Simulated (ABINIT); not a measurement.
# GaP (F-43m): third-order response, part 2 of 2

Wanted: vibrational spectra of GaP (F-43m) from linear and non-linear response.

ABINIT 10.8.3; DFT LDA, scalar-relativistic, plane waves, HGH norm-conserving pseudopotentials.

So far, gap on the k-mesh (eV): step 2 (a probe with smearing) 1.58; step 5 (empty bands) 1.43. The relaxed cell has a = 5.320 Å (conventional setting).

## Step 6: Zone-centre response

The derivative of the wavefunctions by k comes first, since the response to a field is built on it; then the field and the displacements that symmetry doesn't supply are solved at q = 0. By the 2n+1 theorem the first-order wavefunctions also give third derivatives: Raman tensors and the non-linear susceptibility.

It reads the wavefunctions written in step 4.

dfpt_gamma.abi reads:

```
ndtset 3

# common to the responses
getwfk_filepath "gso_WFK"
kptopt 2
nqpt 1
qpt 0.0 0.0 0.0
asr 0
chneut 0

# d/dk
rfelfd1 2
rfdir1 1 1 1
iscf1 -3
tolwfr1 1.0d-20

# displacements, field
rfphon2 1
rfatpol2 1 2
rfdir2 1 1 1
rfelfd2 3
getddk2 1
tolvrs2 1.0d-10
prepanl2 1
prtden2 1

# third order
optdriver3 5
getden_filepath3 "gso_DEN"
get1den3 2
get1wf3 2
getddk3 1
d3e_pert1_elfd3 1
d3e_pert1_phon3 1
d3e_pert1_atpol3 1 2
d3e_pert1_dir3 1 1 1
d3e_pert2_elfd3 1
d3e_pert2_dir3 1 1 1
d3e_pert3_elfd3 1
d3e_pert3_dir3 1 1 1
usepead3 1
tolvrs3 1.0d-10

# basis, mesh and filling
ecut 24.0
ixc 7
ngkpt 6 6 6
nshiftk 4
shiftk 
    0.5 0.5 0.5
    0.5 0.0 0.0
    0.0 0.5 0.0
    0.0 0.0 0.5
istwfk *1
occopt 1
nband 4
nstep 100
diemac 9.0
prtebands 0
prtgsr 0

# cell and atoms
acell 3*1.0 Angstrom
rprim 
    -2.660061704 0.0 2.660061704
    0.0 2.660061704 2.660061704
    -2.660061704 2.660061704 0.0
ntypat 2
znucl 31 15
natom 2
typat 1 2
xred 
    0.0 0.0 0.0
    0.25 0.25 0.25
pp_dirpath "./pseudo"
pseudos "Ga.hgh, P.hgh"
```

Run with:

```sh
OMP_NUM_THREADS=1 mpirun -n 2 abinit dfpt_gamma.abi > dfpt_gamma.log
```

Numbers of over 12 decimals in the logs are rounded to 6 here.

dfpt_gamma.abo, the main output file:

```text
[banners, grids, parts of the stress and lines that vanish by symmetry left out]
- input  file    -> dfpt_gamma.abi
- output file    -> dfpt_gamma.abo
- root for input  files -> dfpt_gammai
[...]
DATASET    1 : space group F-4 3 m (#216); Bravais cF (face-center cubic)
[...]
nfft =       32768          nkpt =         432
[...]
DATASET    2 : space group F-4 3 m (#216); Bravais cF (face-center cubic)
[...]
nfft =       32768          nkpt =         432
[...]
DATASET    3 : space group F-4 3 m (#216); Bravais cF (face-center cubic)
[...]
mpw =        1435          nfft =       32768          nkpt =         432
[...]
== DATASET  1 ==================================================================
[...]
cutoff_energies: {ecut:  24.0, pawecutdg:  -1.0, }
[...]
Exchange-correlation functional for the present dataset will be:
  LDA: Perdew-Wang 92 LSD fit to Ceperley-Alder data - ixc=7
[...]
- 15.00000   5.00000     10605                znucl, zion, pspdat
[...]
Perturbation : derivative vs k along direction   1
[...]
-ETOT  1  -9.277562     -9.278E+00 2.990E-01 0.000E+00
 ETOT  2  -9.293379     -1.582E-02 2.555E-03 0.000E+00
 ETOT  3  -9.293434     -5.471E-05 2.008E-05 0.000E+00
 ETOT  4  -9.293434     -3.503E-07 2.754E-07 0.000E+00
 ETOT  5  -9.293434     -3.155E-09 3.224E-09 0.000E+00
[...]
At SCF step   12   max residual=  9.98E-21 < tolwfr=  1.00E-20 =>converged.
[...]
Perturbation : derivative vs k along direction   2
[...]
-ETOT  1  -9.277562     -9.278E+00 2.990E-01 0.000E+00
[...]
At SCF step   12   max residual=  9.98E-21 < tolwfr=  1.00E-20 =>converged.
[...]
Perturbation : derivative vs k along direction   3
[...]
-ETOT  1  -9.277562     -9.278E+00 2.990E-01 0.000E+00
[...]
At SCF step   12   max residual=  9.98E-21 < tolwfr=  1.00E-20 =>converged.
[...]
1        1       3.3657790751    0.0000000000
     1        2      -1.6828895375    0.0000000000
     1        3      -1.6828895376   -0.0000000000
     2        1      -1.6828895375    0.0000000000
     2        2       3.3657790751   -0.0000000000
     2        3       1.6828895376   -0.0000000000
     3        1      -1.6828895376   -0.0000000000
     3        2       1.6828895376   -0.0000000000
     3        3       3.3657790751    0.0000000000
[...]
== DATASET  2 ==================================================================
[...]
cutoff_energies: {ecut:  24.0, pawecutdg:  -1.0, }
[...]
Exchange-correlation functional for the present dataset will be:
  LDA: Perdew-Wang 92 LSD fit to Ceperley-Alder data - ixc=7
[...]
Perturbation : displacement of atom   1   along direction   1
[...]
-ETOT  1   7.014468     -3.430E+01 8.947E-02 4.472E+03
[...]
At SCF step    9       vres2   =  4.48E-13 < tolvrs=  1.00E-10 =>converged.
[...]
Perturbation : displacement of atom   2   along direction   1
[...]
-ETOT  1   38.127710474781     -1.283E+02 1.084E+00 6.881E+04
[...]
At SCF step    9       vres2   =  1.30E-11 < tolvrs=  1.00E-10 =>converged.
[...]
Perturbation : homogeneous electric field along direction   1
[...]
-ETOT  1  -201.91801086543     -2.019E+02 2.131E+01 1.971E+04
[...]
At SCF step    9       vres2   =  7.10E-11 < tolvrs=  1.00E-10 =>converged.
[...]
Perturbation : homogeneous electric field along direction   2
[...]
-ETOT  1  -201.91801086562     -2.019E+02 2.131E+01 1.971E+04
[...]
At SCF step    9       vres2   =  7.10E-11 < tolvrs=  1.00E-10 =>converged.
[...]
Perturbation : homogeneous electric field along direction   3
[...]
-ETOT  1  -201.91801086581     -2.019E+02 2.131E+01 1.971E+04
[...]
ETOT  8  -211.81600350872     -1.973E-10 1.366E-12 1.046E-08
 ETOT  9  -211.81600350872     -4.263E-12 3.447E-14 7.095E-11
 At SCF step    9       vres2   =  7.10E-11 < tolvrs=  1.00E-10 =>converged.
[...]
Dielectric tensor, in cartesian coordinates,
[...]
1    4   1    4         9.9418433818        -0.0000000000
   1    4   2    4         0.0000000000        -0.0000000000
   1    4   3    4         0.0000000000        -0.0000000000
   2    4   1    4         0.0000000000        -0.0000000000
   2    4   2    4         9.9418433818        -0.0000000000
   2    4   3    4         0.0000000000        -0.0000000000
   3    4   1    4         0.0000000000        -0.0000000000
   3    4   2    4         0.0000000000        -0.0000000000
   3    4   3    4         9.9418433818        -0.0000000000
  Effective charges, in cartesian coordinates,
[...]
1    1   1    4         2.0184008474         0.0000000000
   2    1   1    4         0.0000000000         0.0000000000
   3    1   1    4        -0.0000000000         0.0000000000
   1    2   1    4        -2.0259968804         0.0000000000
   2    2   1    4         0.0000000000         0.0000000000
[...]
Effective charges, in cartesian coordinates,
[...]
2    4   1    2         0.0000000000         0.0000000000
   3    4   1    2         0.0000000000         0.0000000000
   1    4   2    2         0.0000000000         0.0000000000
   2    4   2    2        -2.0259968807         0.0000000000
   3    4   2    2         0.0000000000         0.0000000000
   1    4   3    2        -0.0000000000         0.0000000000
   2    4   3    2         0.0000000000         0.0000000000
   3    4   3    2        -2.0259968807         0.0000000000
  Phonon wavevector (reduced coordinates) :  0.00000  0.00000  0.00000
 Phonon energies in Hartree :
[...]
Phonon frequencies in cm-1    :
-  7.918980E-01  7.918980E-01  7.918982E-01  3.694387E+02  3.694387E+02
-  3.694387E+02
  Phonon at Gamma, with non-analyticity in the
[...]
Phonon energies in Hartree :
[...]
Phonon frequencies in cm-1    :
-  7.918980E-01  7.918980E-01  8.307758E-01  3.694387E+02  3.694387E+02
-  4.019833E+02
  Phonon at Gamma, with non-analyticity in the
[...]
Phonon energies in Hartree :
[...]
Phonon frequencies in cm-1    :
-  7.918980E-01  7.918982E-01  8.307757E-01  3.694387E+02  3.694387E+02
-  4.019833E+02
  Phonon at Gamma, with non-analyticity in the
[...]
Phonon energies in Hartree :
[...]
Phonon frequencies in cm-1    :
-  7.918980E-01  7.918982E-01  8.307756E-01  3.694387E+02  3.694387E+02
-  4.019833E+02
[...]
== DATASET  3 ==================================================================
[...]
cutoff_energies: {ecut:  24.0, pawecutdg:  -1.0, }
[...]
Exchange-correlation functional for the present dataset will be:
  LDA: Perdew-Wang 92 LSD fit to Ceperley-Alder data - ixc=7
[...]
j1 : displacement of atom   1 along direction   1
[...]
j1 : displacement of atom   2 along direction   1
[...]
j2 : displacement of atom   1 along direction   1
[...]
j2 : displacement of atom   2 along direction   1
[...]
j2 : displacement of atom   1 along direction   1
[...]
j2 : displacement of atom   2 along direction   1
[...]
1          1       -0.000000002        0.000000001        0.000000001
[...]
1          2       -0.000000000        0.000000000        0.124331775
[...]
1          3       -0.000000000        0.124331774       -0.000000001
[...]
2          1        0.000000002       -0.000000001       -0.000000001
[...]
2          2       -0.000000000       -0.000000000       -0.123978994
[...]
2          3       -0.000000000       -0.123978993        0.000000001
[...]
strten2     0.0000000000E+00  0.0000000000E+00  0.0000000000E+00
           strten3     0.0000000000E+00  0.0000000000E+00  0.0000000000E+00
================================================================================
```

It took 2.9 min on 2 MPI ranks of Arm Neoverse V2, shared host; 5.8 min of CPU time.

This step gave:

| Item | Value |
| --- | --- |
| miss of the charge sum rule | 0.007596 e |
| largest acoustic frequency at the zone centre before the sum rule | 0.79 cm⁻¹ |
| highest optical zone-centre mode (no LO-TO term) | 369.4 cm⁻¹ |
| lowest optical zone-centre mode | 369.4 cm⁻¹ |
| mean high-frequency dielectric constant | 9.942 |
| largest Born charge in size (third of the trace) | 2.026 e |

Born charge (rows field, columns displacement), before the sum rule (e), principal values of the symmetric part by kind of site:

```
atom  atoms with these values    low  middle   high   mean
 Ga1                        1   2.02    2.02   2.02   2.02
  P2                        1  -2.03   -2.03  -2.03  -2.03
```

In full for P2:

```
-2.03  0.00  0.00
 0.00 -2.03  0.00
 0.00  0.00 -2.03
```

High-frequency dielectric tensor:

```
9.94 0.00 0.00
0.00 9.94 0.00
0.00 0.00 9.94
```

The acoustic modes at Γ come out as far as 0.8 cm⁻¹ from zero, where they should vanish, a small numerical error; the Born charges miss their sum rule by 0.0076 e, which is good.

## Step 7: Zone-centre analysis

anaddb reads the merged derivatives, imposes the acoustic sum rule and charge neutrality, and adds the LO-TO term along chosen directions.

anaddb.abi reads:

```
ddb_filepath "gamma_DDB"
output_file "anaddb.abo"
outdata_prefix "anaddb"
asr 1
chneut 1
enunit 2
eivec 1
nph1l 1
qph1l 0.0 0.0 0.0 1.0
dieflag 1
nph2l 3
qph2l 
    1.0 0.0 0.0 0.0
    0.0 0.0 1.0 0.0
    1.0 1.0 1.0 0.0
nlflag 1
ramansr 1
alphon 1
prtmbm 1
```

mrgddb.in reads:

```
gamma_DDB
merged
3
dfpt_gammao_DS2_DDB
dfpt_gammao_DS3_DDB
gso_DDB
```

Run with:

```sh
mrgddb < mrgddb.in > mrgddb.log
OMP_NUM_THREADS=1 anaddb anaddb.abi > anaddb.log
```

anaddb.abo, the main output file:

```text
[banners, grids, parts of the stress and lines that vanish by symmetry left out]
-outvars_anaddb: echo values of input variables ----------------------

 Flags :
[...]
Dielectric Tensor and Effective Charges
[...]
Effective charge tensors after
[...]
1          1       -0.000000002        0.000000001        0.000000001
[...]
1          2       -0.000000000        0.000000000        0.124155385
[...]
1          3       -0.000000000        0.124155384       -0.000000001
[...]
2          1        0.000000002       -0.000000001       -0.000000001
[...]
2          2       -0.000000000       -0.000000000       -0.124155385
[...]
2          3       -0.000000000       -0.124155384        0.000000001
[...]
Phonon wavevector (reduced coordinates) :  0.00000  0.00000  0.00000
 Phonon energies in Hartree :
[...]
Phonon energies in meV     :
-  0.000000E+00  0.000000E+00  0.000000E+00  4.580432E+01  4.580432E+01
-  4.580432E+01
 Phonon frequencies in cm-1    :
-  0.000000E+00  0.000000E+00  0.000000E+00  3.694367E+02  3.694367E+02
-  3.694367E+02
 Phonon frequencies in Thz     :
-  0.000000E+00  0.000000E+00  0.000000E+00  1.107543E+01  1.107543E+01
-  1.107543E+01
 Phonon energies in Kelvin  :
-  0.000000E+00  0.000000E+00  0.000000E+00  5.315370E+02  5.315370E+02
-  5.315370E+02
[...]
-  1  0.00000000E+00  0.00000000E+00  2.33406097E-03
-     0.00000000E+00  0.00000000E+00  0.00000000E+00
-  2  0.00000000E+00  0.00000000E+00  2.33406095E-03
-     0.00000000E+00  0.00000000E+00  0.00000000E+00
[...]
-  1  0.00000000E+00  2.33406097E-03  0.00000000E+00
-     0.00000000E+00  0.00000000E+00  0.00000000E+00
-  2  0.00000000E+00  2.33406095E-03  0.00000000E+00
-     0.00000000E+00  0.00000000E+00  0.00000000E+00
[...]
-  1  2.33406098E-03  0.00000000E+00  0.00000000E+00
-     0.00000000E+00  0.00000000E+00  0.00000000E+00
-  2  2.33406095E-03  0.00000000E+00  0.00000000E+00
-     0.00000000E+00  0.00000000E+00  0.00000000E+00
[...]
-  1  0.00000000E+00  0.00000000E+00  1.55568312E-03
-     0.00000000E+00  0.00000000E+00  0.00000000E+00
-  2  0.00000000E+00  0.00000000E+00 -3.50189606E-03
-     0.00000000E+00  0.00000000E+00  0.00000000E+00
[...]
-  1  2.27145173E-07  1.55568310E-03  0.00000000E+00
-     0.00000000E+00  0.00000000E+00  0.00000000E+00
-  2 -5.11311575E-07 -3.50189602E-03  0.00000000E+00
-     0.00000000E+00  0.00000000E+00  0.00000000E+00
[...]
-  1  1.55568310E-03 -2.27144592E-07  0.00000000E+00
-     0.00000000E+00  0.00000000E+00  0.00000000E+00
-  2 -3.50189602E-03  5.11310267E-07  0.00000000E+00
-     0.00000000E+00  0.00000000E+00  0.00000000E+00
[...]
-     1          0.000000    -0.000000     0.000000     0.000000
-     2         -0.000000     0.000000     0.000000     0.000000
-     3          0.000000    -0.000000     0.000000     0.000000
-     4          0.000000     0.000000     2.669026     2.669026
-     5         -0.000000     2.669026     0.000000     2.669026
-     6          2.669026     0.000000    -0.000000     2.669026
[...]
-   1     Real    0.0000E+00  0.0000E+00  0.0000E+00  0.0000E+00  0.0000E+00  0.0000E+00  0.0000E+00
[...]
-   2     Real    0.0000E+00  0.0000E+00  0.0000E+00  0.0000E+00  0.0000E+00  0.0000E+00  0.0000E+00
[...]
-   3     Real    0.0000E+00  0.0000E+00  0.0000E+00  0.0000E+00  0.0000E+00  0.0000E+00  0.0000E+00
[...]
-   4     Real    0.0000E+00  0.0000E+00  1.0460E-04  0.0000E+00  0.0000E+00  0.0000E+00  1.0460E-04
[...]
-   5     Real    0.0000E+00  1.0460E-04  0.0000E+00  0.0000E+00  0.0000E+00  0.0000E+00  1.0460E-04
[...]
-   6     Real    1.0460E-04  0.0000E+00  0.0000E+00  0.0000E+00  0.0000E+00  0.0000E+00  1.0460E-04
[...]
-        -0.000000000       0.000000000      -0.000000000
-         0.000000000       0.000000000       0.000000000
[...]
Phonon at Gamma, with non-analyticity in the
[...]
Phonon energies in Hartree :
[...]
Phonon energies in meV     :
-  0.000000E+00  0.000000E+00  0.000000E+00  4.580432E+01  4.580432E+01
-  4.983376E+01
 Phonon frequencies in cm-1    :
-  0.000000E+00  0.000000E+00  0.000000E+00  3.694367E+02  3.694367E+02
-  4.019364E+02
 Phonon frequencies in Thz     :
-  0.000000E+00  0.000000E+00  0.000000E+00  1.107543E+01  1.107543E+01
-  1.204975E+01
 Phonon energies in Kelvin  :
-  0.000000E+00  0.000000E+00  0.000000E+00  5.315370E+02  5.315370E+02
-  5.782968E+02
[...]
-  1  0.00000000E+00  0.00000000E+00  2.33406097E-03
[...]
-  2  0.00000000E+00  0.00000000E+00  2.33406095E-03
[...]
Phonon at Gamma, with non-analyticity in the
[...]
Phonon energies in Hartree :
[...]
Phonon energies in meV     :
-  0.000000E+00  0.000000E+00  0.000000E+00  4.580432E+01  4.580432E+01
-  4.983376E+01
 Phonon frequencies in cm-1    :
-  0.000000E+00  0.000000E+00  0.000000E+00  3.694367E+02  3.694367E+02
-  4.019364E+02
 Phonon frequencies in Thz     :
-  0.000000E+00  0.000000E+00  0.000000E+00  1.107543E+01  1.107543E+01
-  1.204975E+01
 Phonon energies in Kelvin  :
-  0.000000E+00  0.000000E+00  0.000000E+00  5.315370E+02  5.315370E+02
-  5.782968E+02
[...]
Phonon at Gamma, with non-analyticity in the
[...]
Phonon energies in Hartree :
[...]
Phonon energies in meV     :
-  0.000000E+00  0.000000E+00  0.000000E+00  4.580432E+01  4.580432E+01
-  4.983376E+01
 Phonon frequencies in cm-1    :
-  0.000000E+00  0.000000E+00  0.000000E+00  3.694367E+02  3.694367E+02
-  4.019364E+02
 Phonon frequencies in Thz     :
-  0.000000E+00  0.000000E+00  0.000000E+00  1.107543E+01  1.107543E+01
-  1.204975E+01
 Phonon energies in Kelvin  :
-  0.000000E+00  0.000000E+00  0.000000E+00  5.315370E+02  5.315370E+02
-  5.782968E+02
[...]
-  1  0.00000000E+00  2.33406097E-03  0.00000000E+00
[...]
-  2  0.00000000E+00  2.33406095E-03  0.00000000E+00
[...]
-  1  2.33406097E-03  0.00000000E+00  0.00000000E+00
[...]
-  2  2.33406095E-03  0.00000000E+00  0.00000000E+00
[...]
-  1  2.31334933E-04  9.65969300E-04 -1.19730423E-03
[...]
-  2 -5.20742869E-04 -2.17443003E-03  2.69517290E-03
[...]
-  1  1.24896656E-03 -8.24825207E-04 -4.24141350E-04
[...]
-  2 -2.81146656E-03  1.85670983E-03  9.54756726E-04
[...]
-         0.000000000       0.000000000       0.000000000
-         0.000000000       0.000000000      -0.000000000
[...]
-        -0.000000000      -0.007702691       0.006214430
-        -0.007702691      -0.000000000       0.001488261
-         0.006214430       0.001488261      -0.000000000
[...]
-        -0.000000000      -0.002728655      -0.005306399
-        -0.002728655       0.000000000       0.008035054
-        -0.005306399       0.008035054      -0.000000000
[...]
Direction                     Dielectric constant
[...]
0.00000   0.00000   1.00000     11.76796516
   1.00000   1.00000   1.00000     11.76796516
-
```

Run time: 0.74 s. Hardware: 1 thread.

Read from the output:

```
mean static dielectric constant      : 11.77
highest mode moved by the LO-TO term : 401.9 cm⁻¹
```

No LO-TO term; unit eigenvectors of the mass-weighted matrix, from anaddb's displacements. Modes at Γ, with each element's share of the kinetic energy:

```csv
mode,frequency (cm⁻¹),symmetry,Ga %,P %
1,0.0,acoustic,69,31
2,0.0,acoustic,69,31
3,0.0,acoustic,69,31
4,369.4,T2,31,69
5,369.4,T2,31,69
6,369.4,T2,31,69
```

Displacements in mode 5 (369.4 cm⁻¹), the largest set to 1:
```
Ga1  0.00  0.44  0.00
P2   0.00 -1.00  0.00
```

Trace of the oscillator strength, degenerate modes summed. Infrared lines, with heights relative to the strongest:

| position (cm⁻¹) | lines merged | IR intensity, relative |
| --- | --- | --- |
| 369 | 3 | 100 |

From anaddb's Raman susceptibilities, degenerate modes summed; transverse modes, the longitudinal lines of polar modes are not listed. Lines of the Raman spectrum (strongest = 100):

```
position (cm⁻¹)  lines merged  Raman activity (Å⁴/amu), powder, relative
            369             3                                        100
```

Static dielectric tensor (ions relaxed, fixed cell):

```
11.77  0.00  0.00
 0.00 11.77  0.00
 0.00  0.00 11.77
```

Non-linear optical d (pm/V). Tensor:

```
field along  xx  yy  zz      yz      xz      xy
          x   0   0   0  -33.17       0       0
          y   0   0   0       0  -33.17       0
          z   0   0   0       0       0  -33.17
```

The rule moves no optical mode by more than 0.1 cm⁻¹.

## Step 8: Outcome

- space group after relaxation: F-43m
- volume per atom: 18.8 Å³
- highest optical zone-centre mode (no LO-TO term): 369.4 cm⁻¹
- highest mode moved by the LO-TO term: 401.9 cm⁻¹
- mean high-frequency dielectric constant: 9.94
- largest Born charge in size (third of the trace): 2.03 e
- mean static dielectric constant: 11.8
- imaginary optical modes at the zone centre (no q mesh in this session): none

In words: The largest Raman activity of GaP (F-43m) lies at 369 cm⁻¹ and the strongest infrared line at 369 cm⁻¹ (transverse modes). At the LDA level the optical modes of GaP (F-43m) at the zone centre (no LO-TO term) lie at 369 cm⁻¹. Along the directions run, the highest mode that the macroscopic field moves lies at 402 cm⁻¹. Lattice motion raises the mean dielectric constant from 9.942 to 11.77. The Raman intensities rest on static tensors of the transverse modes; green light lies near or above this gap, where resonance changes them. The Born charge of Ga is 2.018 e against a formal charge of +3: moving the atom carries less polarisation than a rigid ion would, as is usual in tetrahedral, largely covalent crystals. The Lyddane-Sachs-Teller relation holds: (ωLO/ωTO)² is 1.18 and ε₀/ε∞ is 1.18. These are harmonic frequencies at zero temperature: anharmonic shifts and linewidths and thermal expansion are left out. The HGH files keep few electrons and have no core correction, which is cheap but rough for Ga. The relaxed cell is 7 % smaller in volume than the measured one, and all results belong to that cell.

[Host names and launcher messages were left out of these logs when they were recorded.]

[Logs are printed without paths, hosts, clocks, repeated set-up lines and the standing remarks that a program may print on its own settings, such as how far it seeks lower states.]

[Hosts, paths, dates, database ids (printed as entryN), source tags and the programs' standing remarks are cut or masked in the printed files.]
